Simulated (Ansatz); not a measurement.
# InP (F-43m) in Ansatz: notebook

The runs below take InP through relaxation of cell and atoms, with PBE+D4, revPBE, BLYP+D3(BJ), r2SCAN+D4.

All numbers are computed with Ansatz 0.2.0; they aren't measurements. Logs are shortened: lines on timing, memory, paths and dates and some standing lists are left out, and cuts for length are marked.

## 1. Starting point

The structure is cubic, space group F-43m (No. 216). The conventional cell has a = 5.861 Å, b = 5.861 Å, c = 5.861 Å, α = 90.00°, β = 90.00°, γ = 90.00°. In (site symmetry -43m) is surrounded by 4 P at 2.54 Å. P (site symmetry -43m) has 4 In at 2.54 Å as nearest neighbours.

## 2. Relaxation of cell and atoms, PBE+D4

input.yaml

```yaml
crystal:
  lattice:
    - [0.0, 2.9305, 2.9305]
    - [2.9305, 0.0, 2.9305]
    - [2.9305, 2.9305, 0.0]
  atoms:
    - { symbol: In, position: [0.0, 0.0, 0.0] }
    - { symbol: P, position: [0.75, 0.75, 0.75] }
hamiltonian:
  xc: pbe
  pseudopotentials: { kind: paw }
  dispersion: d4
kpoints:
  mp_grid: { grid: [8, 8, 8] }
scf:
  occupations: { method: fermi_dirac, width: 0.05 }
output:
  forces: true
  stress: true
relax:
  f_tol: 0.01
  max_steps: 40
  cell: { stress_tol: 0.05 }
```

Potentials or basis: Ansatz PAW.

Started as:

```console
> ansatz run input.yaml --threads 2 --pin off --max-ram 5120MiB --backend cpu --events-out ev --progress --plain --runs-dir out
```

Log:

```text
Warning: RAYON_NUM_THREADS=2 ignored (pool sized by the plan → 2); use --threads N
Engine: ansatz 0.2.0, x86_64-unknown-linux-gnu
Pseudopotentials: kind: paw
Pseudopotential: In, paw, valence charge 13, recommended cutoff 420 eV (normal), In.paw.azcp
Pseudopotential: P, paw, valence charge 5, recommended cutoff 420 eV (normal), P.paw.azcp
Functional definition: PBE
  parameter kappa = 0.804
  parameter beta = 0.06672455060314922
  exchange = pbe_x(kappa = kappa, mu = beta*pi^2/3)
  correlation = pbe_c(beta = beta)
Crystal: 2 atoms, lattice volume = 50.333 Å³
Basis set: ecut = 420 eV, 941 PW (Γ), exchange–correlation on 60×60×60 points (8 copies of the dense FFT grid, shifted against one another)
Bands: 13, of which v1, the nominal top of the filled ones, is band 9 counted from 1 (8 counted from 0)
Symmetry: 24 space group operations
Space group: F-43m (ITA 216), of the structure as read, at distance tolerance 3.7e-5 Å
k-points: 29 of 512 (time reversal used)
Non-local potential: In, projectors of the file, l = 0: 2, l = 1: 2, l = 2: 2, l = 3: 2
Non-local potential: P, projectors of the file, l = 0: 2, l = 1: 2, l = 2: 2
PAW form: soft (Blöchl's): semilocal exchange-correlation on the pseudo side does not see the compensation charge
PAW one-centre angular grid: In, 590 points (default); XC on 64 Gauss nodes
PAW one-centre angular grid: P, 110 points (default); XC on 64 Gauss nodes
Initial density: superposition of atomic densities (neutral atoms: chi_scale 0, normalization atom), corrected by the library's trained network
Initial wavefunctions: pseudopotential atomic-orbital guess
Functional: x = pbe(κ = 0.804, μ = 0.2195149727645171), c = pbe(β = 0.06672455060314922)
SCF iter   1: F=—  HF=-6354.657719 eV  |F-HF|=—  |Δ(HF+E_count)|=         —  Δρ=1.96e-3  dr2=4.08e-3  ethr=1.77e-3  ⟨swp⟩=6.3  Hψ=2532  notcnv=0
preconditioner: auto → none  [insulator: Δε(μ)=0.702 eV  Ē_g=14.748 eV  σ=0.050 eV  W_gap=1.00  n_scr=14 (ndim 8)  ℏωp=22.2 eV  f_vac=0.021  D(μ)=0.00/eV (n_scr^D=0)  ε∞_Penn≈3.3]
SCF iter   2: F=—  HF=-6354.655628 eV  |F-HF|=—  |Δ(HF+E_count)|=   2.09e-3  Δρ=1.21e-3  dr2=7.30e-4  ethr=2.26e-5  ⟨swp⟩=2.0  Hψ=951  notcnv=0
SCF iter   3: F=—  HF=-6354.655423 eV  |F-HF|=—  |Δ(HF+E_count)|=   2.05e-4  Δρ=3.63e-4  dr2=6.63e-5  ethr=4.06e-6  ⟨swp⟩=2.0  Hψ=633  notcnv=0
SCF iter   4: F=—  HF=-6354.655466 eV  |F-HF|=—  |Δ(HF+E_count)|=   4.35e-5  Δρ=1.20e-4  dr2=5.58e-6  ethr=3.68e-7  ⟨swp⟩=2.0  Hψ=645  notcnv=0
SCF iter   5: F=—  HF=-6354.655468 eV  |F-HF|=—  |Δ(HF+E_count)|=   1.73e-6  Δρ=6.48e-5  dr2=1.98e-6  ethr=3.10e-8  ⟨swp⟩=2.0  Hψ=645  notcnv=0
SCF iter   6: F=-6354.655468 eV  HF=-6354.655468 eV  |F-HF|=3.18e-8  |Δ(HF+E_count)|=   4.27e-7  Δρ=1.17e-5  dr2=6.08e-8  ethr=5.56e-10  ⟨swp⟩=4.0  Hψ=1605  notcnv=0
SCF 1 converged in 6 iterations: F = -6354.655468 eV  dr2 = 6.08e-8
relax step   1: F+E_penalty+E_count = -6354.65546777 eV  Δ(F+E_penalty+E_count) = +0.000e0 eV  max|allowed force component| = 2.868e-16 eV/Å  Δτ_max = 0.0000 Å  P = +1.053 GPa  Ω = 50.333 Å³  (6 SCF iters, dr2 threshold 1.00e-7 eV, accepted)
Crystal: 2 atoms, lattice volume = 51.229 Å³
Basis set: ecut = 420 eV, 965 PW (Γ), exchange–correlation on 60×60×60 points (8 copies of the dense FFT grid, shifted against one another)
Initial density: handed on by an earlier stage of this run
Initial wavefunctions: those handed on with the density
iter 1 solved again at ethr=3.24e-6 eV; its pass at ethr=3.10e-3 eV (dr2=5.84e-4 eV) is discarded
SCF iter   1: F=—  HF=-6354.657882 eV  |F-HF|=—  |Δ(HF+E_count)|=         —  Δρ=7.93e-4  dr2=6.14e-4  ethr=3.24e-6  ⟨swp⟩=2.6  Hψ=2770  notcnv=0
preconditioner: auto → none  [insulator: Δε(μ)=0.614 eV  Ē_g=14.667 eV  σ=0.050 eV  W_gap=0.99  n_scr=14 (ndim 8)  ℏωp=22.0 eV  f_vac=0.019  D(μ)=0.00/eV (n_scr^D=0)  ε∞_Penn≈3.3]
SCF iter   2: F=—  HF=-6354.657739 eV  |F-HF|=—  |Δ(HF+E_count)|=   1.43e-4  Δρ=2.84e-4  dr2=4.23e-5  ethr=3.24e-6  ⟨swp⟩=2.0  Hψ=486  notcnv=0
SCF iter   3: F=—  HF=-6354.657742 eV  |F-HF|=—  |Δ(HF+E_count)|=   3.48e-6  Δρ=1.25e-4  dr2=7.69e-6  ethr=2.35e-7  ⟨swp⟩=2.9  Hψ=666  notcnv=0
SCF iter   4: F=—  HF=-6354.657747 eV  |F-HF|=—  |Δ(HF+E_count)|=   4.31e-6  Δρ=6.24e-5  dr2=2.03e-6  ethr=4.27e-8  ⟨swp⟩=2.9  Hψ=661  notcnv=0
SCF iter   5: F=-6354.657747 eV  HF=-6354.657747 eV  |F-HF|=6.33e-8  |Δ(HF+E_count)|=   6.21e-7  Δρ=1.27e-5  dr2=9.35e-8  ethr=1.11e-9  ⟨swp⟩=3.9  Hψ=1583  notcnv=0
SCF 2 converged in 5 iterations: F = -6354.657747 eV  dr2 = 9.35e-8
relax step   2: F+E_penalty+E_count = -6354.65774726 eV  Δ(F+E_penalty+E_count) = -2.279e-3 eV  max|allowed force component| = 5.551e-17 eV/Å  Δτ_max = 0.0000 Å  P = -0.141 GPa  Ω = 51.229 Å³  energy of the carried Pulay correction = -2.148e-4 eV  (5 SCF iters, dr2 threshold 2.00e-7 eV, accepted)
Crystal: 2 atoms, lattice volume = 51.121 Å³
iter 1 solved again at ethr=4.04e-8 eV; its pass at ethr=3.10e-3 eV (dr2=7.27e-6 eV) is discarded
SCF iter   1: F=—  HF=-6354.657822 eV  |F-HF|=—  |Δ(HF+E_count)|=         —  Δρ=8.66e-5  dr2=7.47e-6  ethr=4.04e-8  ⟨swp⟩=2.9  Hψ=2674  notcnv=0
preconditioner: auto → none  [insulator: Δε(μ)=0.631 eV  Ē_g=14.670 eV  σ=0.050 eV  W_gap=1.00  n_scr=14 (ndim 8)  ℏωp=22.0 eV  f_vac=0.016  D(μ)=0.00/eV (n_scr^D=0)  ε∞_Penn≈3.3]
SCF iter   2: F=—  HF=-6354.657821 eV  |F-HF|=—  |Δ(HF+E_count)|=   8.36e-7  Δρ=2.92e-5  dr2=4.70e-7  ethr=4.04e-8  ⟨swp⟩=2.0  Hψ=487  notcnv=0
SCF iter   3: F=—  HF=-6354.657821 eV  |F-HF|=—  |Δ(HF+E_count)|=   5.86e-8  Δρ=1.23e-5  dr2=7.07e-8  ethr=2.76e-10  ⟨swp⟩=5.9  Hψ=1411  notcnv=0
SCF iter   4: F=-6354.657821 eV  HF=-6354.657821 eV  |F-HF|=4.74e-10  |Δ(HF+E_count)|=   2.10e-8  Δρ=4.50e-6  dr2=9.30e-9  ethr=2.76e-10  ⟨swp⟩=4.8  Hψ=1162  notcnv=0
SCF 3 converged in 4 iterations: F = -6354.657821 eV  dr2 = 9.30e-9
relax step   3: F+E_penalty+E_count = -6354.65782121 eV  Δ(F+E_penalty+E_count) = -7.396e-5 eV  max|allowed force component| = 3.701e-17 eV/Å  Δτ_max = 0.0000 Å  P = -0.004 GPa  Ω = 51.121 Å³  energy of the carried Pulay correction = -1.892e-4 eV  (4 SCF iters, dr2 threshold 4.96e-8 eV, accepted)
Initial wavefunctions: pseudopotential atomic-orbital guess (no wavefunctions were taken with the density)
iter 1 solved again at ethr=1.34e-6 eV; its pass at ethr=3.10e-3 eV (dr2=2.40e-4 eV) is discarded
SCF iter   1: F=—  HF=-6354.658018 eV  |F-HF|=—  |Δ(HF+E_count)|=         —  Δρ=2.67e-5  dr2=6.80e-8  ethr=1.34e-6  ⟨swp⟩=3.3  Hψ=3461  notcnv=0
eigensolver tolerance schedule: the retry pair's looser diagonalisation over-reported the residual by 3535.86 of it (diagonalisation noise at an unbounded share of the residual, at the tolerance the schedule requests for it); recorded, not acted on — ethr = c·dr2/N_el stays at c = 1.0e-1
preconditioner: auto → none  [insulator: Δε(μ)=0.630 eV  Ē_g=14.671 eV  σ=0.050 eV  W_gap=1.00  n_scr=14 (ndim 8)  ℏωp=22.0 eV  f_vac=0.016  D(μ)=0.00/eV (n_scr^D=0)  ε∞_Penn≈3.3]
SCF iter   2: F=—  HF=-6354.658019 eV  |F-HF|=—  |Δ(HF+E_count)|=   1.12e-6  Δρ=1.16e-5  dr2=1.84e-8  ethr=3.78e-10  ⟨swp⟩=3.4  Hψ=880  notcnv=0
SCF iter   3: F=—  HF=-6354.658019 eV  |F-HF|=—  |Δ(HF+E_count)|=   1.55e-7  Δρ=4.67e-6  dr2=2.20e-9  ethr=1.02e-10  ⟨swp⟩=2.2  Hψ=654  notcnv=0
SCF iter   4: F=—  HF=-6354.658019 eV  |F-HF|=—  |Δ(HF+E_count)|=   2.83e-8  Δρ=8.02e-7  dr2=1.77e-10  ethr=1.22e-11  ⟨swp⟩=2.0  Hψ=646  notcnv=0
SCF iter   5: F=-6354.658019 eV  HF=-6354.658019 eV  |F-HF|=5.09e-11  |Δ(HF+E_count)|=  4.79e-10  Δρ=2.37e-7  dr2=1.07e-11  ethr=1.00e-12  ⟨swp⟩=5.0  Hψ=1873  notcnv=0
SCF 4 converged in 5 iterations: F = -6354.658019 eV  dr2 = 1.07e-11
relax step   4: F+E_penalty+E_count = -6354.65801937 eV  Δ(F+E_penalty+E_count) = -1.982e-4 eV  max|allowed force component| = 4.395e-17 eV/Å  Δτ_max = 0.0000 Å  P = -0.003 GPa  Ω = 51.121 Å³  stress off target by 3.35e-3 GPa  SCF on the basis re-selected at this cell (its energy is not comparable with the rows above)  (5 SCF iters)
basis re-selected at this cell: Δ(F+E_penalty+E_count) = -1.982e-4 eV, ΔP = +0.000 GPa vs the last step (what re-selecting the basis moved, of the pressure what is left beyond the Pulay correction that the steps carried, after the strain that the cell walked since its last selection, with what the two solves' SCF thresholds leave and, on support functions, any second-order correction that the steps lacked; it is no measure of the basis error at this ecutwfc). This SCF's stress stands 3.35e-3 GPa from its target on what of the cell is left free (relax.cell.stress_tol is 5.00e-2 GPa) and its largest allowed force component is 4.39e-17 eV/Å (relax.f_tol is 1.00e-2 eV/Å): within both
SCF converged after 5 iterations
Free energy (F): -6354.658019 eV
Harris-Foulkes:  -6354.658019 eV  (|F-HF|=5.09e-11)
Internal energy: -6354.658009 eV  (E = F + TS)
E sigma→0 (E₀):  -6354.658014 eV
Entropy (-TS):   -0.000010 eV (-0.005 meV/atom)
Fermi energy:    7.147501 eV
--- Per-component energies (eV) ---
  E_band       = -54.952511
  E_kinetic    = 313.280995
  E_local      = -1407.622443  (includes V_loc(G=0)·N_el)
  E_nonlocal   = 401.428947
  E_hartree    = 554.996717
  E_xc         = -276.479326
  E_vxc        = -159.708161  (∫ρ·V_xc dr)
  E_paw        = -4725.196373  (= ΣΔE_a)
  E_vpaw       = -312.325399  (= ΣTr[D̂ρ^β])
  E_aug_tail   = 0.000029  (compensation charges beyond the density's cutoff)
  E_ewald      = -1214.403161
  E_disp       = -0.663393  (pairwise vdW)
  E_smearing   = -0.000010  (= −TS)
  E_closure    = 0.000000  (closes the sum)
  Σ components = -6354.658019   (vs F -6354.658019, Δ=0.00e0)
--- Forces (eV/Å), atoms counted from 1 ---
  atom   1  In    -0.00000000    -0.00000000     0.00000000
  atom   2  P      0.00000000    -0.00000000    -0.00000000
  max |Σ_I F_I| component: 8.79e-17 eV/Å
--- Stress (GPa, compression-positive) ---
       -0.003346      -0.000000      -0.000000
       -0.000000      -0.003346       0.000000
       -0.000000       0.000000      -0.003346
  P = ⅓ Tr σ = -0.0033 GPa (-0.033 kbar)
--- Relaxed structure (3 steps of the walk, 3 accepted, 1 SCFs on fresh bases) ---
  F+E_penalty+E_count = -6354.65801937 eV   max|allowed force component| = 4.395e-17 eV/Å   (the final SCF, on the basis selected at the relaxed cell)
  cell:  # Å, volume = 51.1213 Å³
    - [-1.503134749704199e-33, 2.9457150202236635, 2.9457150202236635]
    - [2.9457150202236635, 7.031613405395914e-33, 2.9457150202236635]
    - [2.9457150202236635, 2.9457150202236635, 5.426571215033803e-33]
  atoms:
    - { symbol: In, position: [1.6868180141934504e-33, -1.5115641945369879e-33, -1.6430045592793346e-33] }
    - { symbol: P, position: [0.75, 0.75, 0.75] }
```

Wall time 10 s (2 threads of Intel Xeon at 2.50GHz (Skylake/Cascade Lake), shared host); peak memory 0.36 GiB.

What came out:

* Free energy: -6354.6580 eV
* Relaxed volume: 25.56 Å³/atom
* Relaxed cell: a = 4.166 Å, b = 4.166 Å, c = 4.166 Å, α = 60.00°, β = 60.00°, γ = 60.00°
* Space group after relaxing (to 0.05 Å): F-43m (No. 216)
* Energy gained by relaxing: 1.3 meV/atom
* Ionic steps: 4
* Pressure after relaxing: 0.0 GPa
* Band gap on the k mesh: 0.63 eV

Step by step:
| step | energy change (eV) | largest force (eV/Å) | volume (Å³) |
| --- | --- | --- | --- |
| 1 | 0.0000 | 0.0000 | 50.33 |
| 2 | -0.0023 | 0.0000 | 51.23 |
| 3 | -0.0024 | 0.0000 | 51.12 |
| 4 | -0.0026 | 0.0000 | 51.12 |

Final structure:
```yaml
crystal:
  lattice:
    - [0.00000, 2.94572, 2.94572]
    - [2.94572, 0.00000, 2.94572]
    - [2.94572, 2.94572, 0.00000]
  atoms:
    - { symbol: In, position: [0.00000, 0.00000, 0.00000] }
    - { symbol: P, position: [0.75000, 0.75000, 0.75000] }
```

Caveat: the plane-wave basis is chosen anew once the cell has moved, so the energies of steps on either side of that aren't comparable; spin-orbit coupling is left out, which moves the levels of the heavy elements.

(Continued in part 2 of 2.)
